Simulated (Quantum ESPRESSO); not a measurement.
# C (Fd-3m) in Quantum ESPRESSO: further runs, part 2 of 2

Quantum ESPRESSO 7.5.

**5. Single point, PBE+D3(BJ), 5.56 Å³/atom**

pw.in reads:

```
&CONTROL
  calculation = 'scf'
  prefix = 'pwscf'
  outdir = './tmp'
  pseudo_dir = './pseudo'
  tprnfor = .true.
  tstress = .true.
  disk_io = 'nowf'
/
&SYSTEM
  ibrav = 0
  nat = 2
  ntyp = 1
  ecutwfc = 82
  nbnd = 9
  occupations = 'smearing'
  smearing = 'fd'
  degauss = 0.00367493
  vdw_corr = 'grimme-d3'
  dftd3_version = 4
/
&ELECTRONS
  conv_thr = 4d-10
  electron_maxstep = 120
  mixing_beta = 0.5
/
ATOMIC_SPECIES
C     12.0110 C.upf
CELL_PARAMETERS angstrom
   0.0000000000    1.7714007132    1.7714007132
   1.7714007132    0.0000000000    1.7714007132
   1.7714007132    1.7714007132    0.0000000000
ATOMIC_POSITIONS crystal
C      0.7500000000    0.7500000000    0.7500000000
C      0.5000000000    0.5000000000    0.5000000000
K_POINTS automatic
13 13 13 0 0 0
```

Launch:

```
OMP_NUM_THREADS=1 pw.x -in pw.in > pw.out
```

Wall time 13 s (1 thread of Intel Xeon Platinum 8488C (Sapphire Rapids), shared host); peak memory 0.09 GiB.

It converged, with:

```
Free energy            : -327.9173 eV
Pressure               : 6.4 GPa
Band gap on the k mesh : 4.25 eV, indirect (least direct gap 5.68 eV)
```

Caveat: an odd mesh through Γ misses points on the zone boundary, where band edges often lie.

**6. Single point, PBE+D3(BJ), 5.67 Å³/atom**

Changes to pw.in since step 5:

```diff
@@ -29,5 +29,5 @@
 CELL_PARAMETERS angstrom
-   0.0000000000    1.7714007132    1.7714007132
-   1.7714007132    0.0000000000    1.7714007132
-   1.7714007132    1.7714007132    0.0000000000
+   0.0000000000    1.7833700000    1.7833700000
+   1.7833700000    0.0000000000    1.7833700000
+   1.7833700000    1.7833700000    0.0000000000
 ATOMIC_POSITIONS crystal
```

Potentials or basis: PseudoDojo 0.4.1 SR PBE standard.

Launch:

```
OMP_NUM_THREADS=1 pw.x -in pw.in > pw.out
```

Wall time 13 s (1 thread of Intel Xeon Platinum 8488C (Sapphire Rapids), shared host); peak memory 0.09 GiB.

Results (log left out):

```
Free energy            : -327.9201 eV
Pressure               : -2.7 GPa
Band gap on the k mesh : 4.20 eV, indirect (least direct gap 5.62 eV)
```

Caveat: an odd mesh through Γ misses points on the zone boundary, where band edges often lie.

**7. Single point, PBE+D3(BJ), 5.79 Å³/atom**

Changes to pw.in since step 6:

```diff
@@ -29,5 +29,5 @@
 CELL_PARAMETERS angstrom
-   0.0000000000    1.7833700000    1.7833700000
-   1.7833700000    0.0000000000    1.7833700000
-   1.7833700000    1.7833700000    0.0000000000
+   0.0000000000    1.7951807415    1.7951807415
+   1.7951807415    0.0000000000    1.7951807415
+   1.7951807415    1.7951807415    0.0000000000
 ATOMIC_POSITIONS crystal
```

Launch:

```
OMP_NUM_THREADS=1 pw.x -in pw.in > pw.out
```

It took 13 s on 1 thread of Intel Xeon Platinum 8488C (Sapphire Rapids), shared host; peak memory 0.09 GiB.

It converged, with:

```
Free energy            : -327.9106 eV
Pressure               : -10.9 GPa
Band gap on the k mesh : 4.15 eV, indirect (least direct gap 5.57 eV)
```

Caveat: an odd mesh through Γ misses points on the zone boundary, where band edges often lie.

**8. Single point, PBE+D3(BJ), 5.90 Å³/atom**

Changes to pw.in since step 7:

```diff
@@ -29,5 +29,5 @@
 CELL_PARAMETERS angstrom
-   0.0000000000    1.7951807415    1.7951807415
-   1.7951807415    0.0000000000    1.7951807415
-   1.7951807415    1.7951807415    0.0000000000
+   0.0000000000    1.8068380860    1.8068380860
+   1.8068380860    0.0000000000    1.8068380860
+   1.8068380860    1.8068380860    0.0000000000
 ATOMIC_POSITIONS crystal
```

Launch:

```
OMP_NUM_THREADS=1 pw.x -in pw.in > pw.out
```

Wall time 13 s (1 thread of Intel Xeon Platinum 8488C (Sapphire Rapids), shared host); peak memory 0.09 GiB.

Results (log left out):

```yaml
Free_energy: -327.8901 eV
Pressure: -18.4 GPa
Band_gap_on_the_k_mesh: 4.11 eV, indirect (least direct gap 5.51 eV)
```

Caveat: an odd mesh through Γ misses points on the zone boundary, where band edges often lie.

**9. Single point, PBE+D3(BJ), 6.01 Å³/atom**

Changes to pw.in since step 8:

```diff
@@ -29,5 +29,5 @@
 CELL_PARAMETERS angstrom
-   0.0000000000    1.8068380860    1.8068380860
-   1.8068380860    0.0000000000    1.8068380860
-   1.8068380860    1.8068380860    0.0000000000
+   0.0000000000    1.8183469191    1.8183469191
+   1.8183469191    0.0000000000    1.8183469191
+   1.8183469191    1.8183469191    0.0000000000
 ATOMIC_POSITIONS crystal
```

Potentials or basis: PseudoDojo 0.4.1 SR PBE standard.

Launch:

```
OMP_NUM_THREADS=1 pw.x -in pw.in > pw.out
```

Wall time 13 s (1 thread of Intel Xeon Platinum 8488C (Sapphire Rapids), shared host); peak memory 0.09 GiB.

The run converged. Its results:

* Free energy: -327.8593 eV
* Pressure: -25.2 GPa
* Band gap on the k mesh: 4.07 eV, indirect (least direct gap 5.46 eV)

Caveat: an odd mesh through Γ misses points on the zone boundary, where band edges often lie.

**10. Equation of state, PBE+D3(BJ)**

No new run: the results of the series are fitted here.

Results:

* Equilibrium volume: 5.64 Å³/atom
* Bulk modulus: 441 GPa
* Pressure derivative of the bulk modulus: 3.7

Energy against volume, from the lowest point:
| volume (Å³/atom) | energy (meV/atom) |
| --- | --- |
| 5.332 | 25.01 |
| 5.445 | 9.51 |
| 5.558 | 1.39 |
| 5.672 | 0.00 |
| 5.785 | 4.73 |
| 5.899 | 15.02 |
| 6.012 | 30.37 |

**11. Against experiment**

Step 10. Measured bulk modulus of C: 442 GPa (quoted in “Equation of state of cubic boron nitride at high pressures and temperatures”, 2007, arxiv:cond-mat/0702656). This calculation gives 441 GPa (-0.3 %). 3 values of this kind are on record (442 to 444.8 GPa); this one was drawn at random among those near their median, those with a stated uncertainty first. The fit is for a static lattice scaled at fixed shape and fixed fractional positions. The cell as given is a measured one (5.67 Å³/atom); PBE+D3(BJ) puts the equilibrium volume -0.6 % from it, thermal expansion not counted.
